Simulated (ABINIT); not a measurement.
Crystal: Os.

```xyz
2
Lattice="2.7341 0.0000 0.0000 -1.3671 2.3678 0.0000 0.0000 0.0000 4.3197" Properties=species:S:1:pos:R:3 pbc="T T T"
Os    1.3671    0.7893    3.2398
Os    0.0000    1.5785    1.0799
```

Base run:

```yaml
Program: ABINIT 10.8.3 (patched build)
Functional: LDA-Teter
Potentials_or_basis: JTH PAW LDA v2.0
Cutoff: 408 eV
k_mesh: 11 × 11 × 6
Occupations: fermi-dirac, width 0.05 eV
Spin: spin-orbit coupling, no magnetisation
```

Its results: band gap on the k mesh none (metal or under the smearing width); pressure -8.6 GPa.

Question: The run is repeated on the same cell with these changes: functional from LDA-Teter to LDA-VWN. What comes out?

Answer: Band gap on the k mesh none (metal or under the smearing width); pressure -9.0 GPa.

Not every run made on this cell is shown here.
